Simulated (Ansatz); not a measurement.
# HfB2 (P6/mmm) in Ansatz: single point with PBE

Aim: the single point of HfB2 with PBE.

Program: Ansatz 0.2.0. These are calculated values, not measurements. Logs are shortened: lines on timing, memory, paths and dates and some standing lists are left out, and cuts for length are marked.

## Step 1: Starting point

Symmetry: P6/mmm, No. 191, hexagonal system. The conventional cell has a = 3.140 Å, b = 3.140 Å, c = 3.480 Å, α = 90.00°, β = 90.00°, γ = 120.00°. Hf (site symmetry 6/mmm) is surrounded by 12 B at 2.51 Å. Around B (site symmetry -6m2) lie 3 B at 1.81 Å.

## Step 2: Single point, PBE

File input.yaml:

```yaml
crystal:
  lattice:
    - [3.14, 0.0, 0.0]
    - [-1.57, 2.7193197679, 0.0]
    - [0.0, 0.0, 3.48]
  atoms:
    - { symbol: Hf, position: [0.0, 0.0, 0.0] }
    - { symbol: B, position: [0.6666666667, 0.3333333333, 0.5] }
    - { symbol: B, position: [0.3333333333, 0.6666666667, 0.5] }
kpoints:
  mp_grid: { grid: [6, 6, 5] }
scf:
  occupations: { method: fermi_dirac, width: 0.03 }
hamiltonian:
  xc: pbe
  pseudopotentials: { kind: all_electron, lapw: { basis_error: 0.002 } }
output:
  forces: true
  stress: true
  eigenvalues: true
```

Potentials or basis: all-electron LAPW, scalar-relativistic.

The run is started by

```
$ ansatz run input.yaml --threads 2 --pin off --max-ram 6144MiB --backend cpu --events-out ev --progress --plain --runs-dir out
```

The log of the run:

```text
Warning: RAYON_NUM_THREADS=2 ignored (pool sized by the plan → 2); use --threads N
LAPW: plane waves up to 8.263 Å⁻¹, error target 2.0e-3 eV per atom; small_component_spin mean_spin; B in spheres of 0.906 Å, 5 of its electrons in bands, Dirac shells []; Hf in spheres of 1.409 Å, 42 of its electrons in bands, Dirac shells [] (how accurate: hamiltonian.pseudopotentials.lapw.basis_error, Limitations)
Engine: ansatz 0.2.0, x86_64-unknown-linux-gnu
Pseudopotentials: kind: all_electron
Pseudopotential: Hf, LAPW, valence charge 42, lapw/all_electron/scalar/gaussian/Hf, Koelling and Harmon's equation, gaussian nucleus
Pseudopotential: B, LAPW, valence charge 5, lapw/all_electron/scalar/gaussian/B, Koelling and Harmon's equation, gaussian nucleus
Functional definition: PBE
  parameter kappa = 0.804
  parameter beta = 0.06672455060314922
  exchange = pbe_x(kappa = kappa, mu = beta*pi^2/3)
  correlation = pbe_c(beta = beta)
Crystal: 3 atoms, lattice volume = 29.715 Å³
Basis set: ecut = 260.10729128737165 eV, 291 PW (Γ), exchange–correlation at level 2
Bands: 32, of which v1, the nominal top of the filled ones, is band 26 counted from 1 (25 counted from 0)
Symmetry: 24 space group operations
Space group: P6/mmm (ITA 191), of the structure as read, at distance tolerance 3.1e-5 Å
k-points: 21 of 180
Non-local potential: Hf, projectors of the file, none
Non-local potential: B, projectors of the file, none
Initial density: superposition of atomic densities (chi_scale 0.1, normalization cell, long waves kept (reshape's long-wave potential 0.00 eV rms))
Initial wavefunctions: plane waves of lowest kinetic energy (no species holds an atomic orbital)
Functional: x = pbe(κ = 0.804, μ = 0.2195149727645171), c = pbe(β = 0.06672455060314922)
iter 1 solved again at ethr=6.33e-3 eV; its pass at ethr=1.00e-1 eV (dr2=3.29e0 eV) is discarded
SCF iter   1: F=—  HF=-411606.910122 eV  |F-HF|=—  |Δ(HF+E_count)|=         —  Δρ=7.64e-2  dr2=3.29e0  ethr=6.33e-3  ⟨swp⟩=2.1  Hψ=4150  notcnv=0
preconditioner: auto → Resta (q_TF=auto, 2.995 Å⁻¹)  ε∞=5.5  [insulator: Δε(μ)=0.156 eV  Ē_g=17.589 eV  σ=0.030 eV  W_gap=0.64  n_scr=20 (ndim 8)  ℏωp=37.3 eV  f_vac=0.000  D(μ)=1.07/eV (n_scr^D=8)  ε∞_Penn≈5.5]
SCF iter   2: F=—  HF=-411605.766696 eV  |F-HF|=—  |Δ(HF+E_count)|=    1.14e0  Δρ=2.88e-2  dr2=4.28e-1  ethr=6.33e-3  ⟨swp⟩=3.0  Hψ=1947  notcnv=0
preconditioner: auto → Kerker (q_TF=auto, 2.995 Å⁻¹)  [metal: Δε(μ)=0.041 eV  Ē_g=18.905 eV  σ=0.030 eV  W_gap=0.31  n_scr=20 (ndim 8)  ℏωp=37.3 eV  f_vac=0.000  D(μ)=1.00/eV (n_scr^D=8)]
SCF iter   3: F=—  HF=-411605.686755 eV  |F-HF|=—  |Δ(HF+E_count)|=   7.99e-2  Δρ=1.89e-2  dr2=1.96e-1  ethr=8.24e-4  ⟨swp⟩=2.0  Hψ=2026  notcnv=0
SCF iter   4: F=—  HF=-411605.601945 eV  |F-HF|=—  |Δ(HF+E_count)|=         —  Δρ=9.15e-3  dr2=4.11e-2  ethr=3.77e-4  ⟨swp⟩=2.1  Hψ=2009  notcnv=0
the basis was enlarged: its passes take 211.6 KiB over the memory plan, 2 of 2 planned eigensolver slots
iter 5 solved again at ethr=3.50e-6 eV; its pass at ethr=7.91e-5 eV (dr2=1.82e-3 eV) is discarded
SCF iter   5: F=—  HF=-411605.596833 eV  |F-HF|=—  |Δ(HF+E_count)|=   5.11e-3  Δρ=2.16e-3  dr2=1.82e-3  ethr=3.50e-6  ⟨swp⟩=2.0  Hψ=3400  notcnv=0
SCF iter   6: F=—  HF=-411605.596910 eV  |F-HF|=—  |Δ(HF+E_count)|=   7.75e-5  Δρ=8.78e-4  dr2=2.55e-4  ethr=3.50e-6  ⟨swp⟩=2.0  Hψ=1911  notcnv=0
SCF iter   7: F=—  HF=-411605.596913 eV  |F-HF|=—  |Δ(HF+E_count)|=   2.79e-6  Δρ=1.70e-4  dr2=1.10e-5  ethr=4.90e-7  ⟨swp⟩=2.0  Hψ=1911  notcnv=0
SCF iter   8: F=—  HF=-411605.596912 eV  |F-HF|=—  |Δ(HF+E_count)|=   1.28e-6  Δρ=4.20e-5  dr2=3.97e-7  ethr=2.12e-8  ⟨swp⟩=2.0  Hψ=1911  notcnv=0
SCF iter   9: F=-411605.596912 eV  HF=-411605.596912 eV  |F-HF|=1.26e-8  |Δ(HF+E_count)|=   4.23e-8  Δρ=8.52e-6  dr2=2.49e-8  ethr=7.63e-10  ⟨swp⟩=3.0  Hψ=1950  notcnv=0
SCF 1 converged in 9 iterations: F = -411605.596912 eV  dr2 = 2.49e-8
SCF converged after 9 iterations
Free energy (F): -411605.596912 eV
Harris-Foulkes:  -411605.596912 eV  (|F-HF|=1.26e-8)
Internal energy: -411605.595035 eV  (E = F + TS)
E sigma→0 (E₀):  -411605.595973 eV
Entropy (-TS):   -0.001877 eV (-0.626 meV/atom)
Fermi energy:    20.577229 eV
--- Per-component energies (eV) ---
  E_band       = -4386.887253
  E_kinetic    = 457828.008213
  E_xc         = -8640.442243
  E_electrostatic = -860793.161005  (all electrons and nuclei)
  E_smearing   = -0.001877  (= −TS)
  E_closure    = 0.000000  (closes the sum)
  E_atoms      = -411581.895154  (free atoms, spherical and without spin; not in F)
  Σ components = -411605.596912   (vs F -411605.596912, Δ=0.00e0)
  Basis errors (estimates in eV, not in F): energy 8.8e-4 per atom: plane waves 7.9e-4 (4.1e-4 summed), levels above the bands 4.4e-80, relativity 4.3e-8, radial functions 8.9e-5, core shells 4.4e-8; eigenvalues (radial functions only) 1.1e-5; not estimated: angular momenta, meshes, grids; target (lapw.basis_error) 2.0e-3; muffin-tin radii B 0.906 Å, Hf 1.409 Å
--- Forces (eV/Å), atoms counted from 1 ---
  atom   1  Hf     0.00000000     0.00000000     0.00000000
  atom   2  B     -0.00000000     0.00000000     0.00000000
  atom   3  B      0.00000000    -0.00000000     0.00000000
  max |Σ_I F_I| component: 1.85e-17 eV/Å
--- Stress (GPa, compression-positive) ---
        2.264817       0.000000       0.000000
        0.000000       2.264817       0.000000
        0.000000       0.000000       0.402580
  P = ⅓ Tr σ = 1.6441 GPa (16.441 kbar)
--- Band table (eV; the first three rows and the last of 21) ---
  k-point 0: bands = ["-352.4555", "-352.4174", "-352.4174", "-180.3083", "-180.3024", "-180.3024", "-180.2702", "-180.2702", "-152.6642", "-152.6535", "-40.8808", "-9.7615", "-9.2570", "-9.2570", "7.1441", "9.1422", "9.1739", "9.1758", "9.1758", "9.1823", "9.1823", "9.2836", "17.8935", "17.9830", "17.9830", "18.1536", "24.9042", "24.9042", "25.5395", "25.5395", "25.9031", "25.9031"]
  k-point 1: bands = ["-352.4555", "-352.4174", "-352.4174", "-180.3083", "-180.3024", "-180.3024", "-180.2702", "-180.2702", "-152.6642", "-152.6535", "-40.8784", "-9.8585", "-9.2499", "-9.2499", "7.7502", "9.1378", "9.1738", "9.1748", "9.1748", "9.1831", "9.1831", "9.2837", "15.4212", "18.3873", "18.3873", "20.4535", "22.7362", "22.7362", "24.3571", "24.3571", "25.9700", "28.4709"]
  k-point 2: bands = ["-352.4555", "-352.4174", "-352.4174", "-180.3083", "-180.3024", "-180.3024", "-180.2702", "-180.2702", "-152.6642", "-152.6535", "-40.8744", "-10.0107", "-9.2384", "-9.2384", "9.0070", "9.1630", "9.1630", "9.1736", "9.1954", "9.1954", "9.2765", "9.2837", "13.0468", "19.4159", "19.4159", "21.3710", "21.3710", "22.3562", "22.3562", "22.6609", "26.0220", "28.2039"]
  k-point 20: bands = ["-352.4555", "-352.4174", "-352.4174", "-180.3083", "-180.3024", "-180.3024", "-180.2702", "-180.2702", "-152.6588", "-152.6588", "-40.8198", "-9.8185", "-9.7531", "-9.7531", "9.1530", "9.1530", "9.1713", "9.1748", "9.1748", "9.2022", "9.2578", "11.8631", "11.8631", "15.1189", "17.7590", "17.7590", "25.4899", "26.3907", "26.9770", "26.9770", "28.3765", "28.3765"]
```

It took 7.2 s on 2 threads of Intel Xeon at 2.50GHz (Skylake/Cascade Lake), shared host; peak memory 0.29 GiB.

Results:

- Free energy: -411605.5969 eV
- Pressure: 1.6 GPa
- Band gap on the k mesh: none (metal or under the smearing width)

Stress tensor (GPa, compression positive):
```
2.26 0.00 0.00
0.00 2.26 0.00
0.00 0.00 0.40
```

Caveat: the k mesh is coarse (spacing up to 0.39 Å⁻¹), so the values aren't converged; the k mesh is thin for a metal, which can move the energy by tens of meV per atom. Spin-orbit coupling is left out, which matters for the levels of Hf.
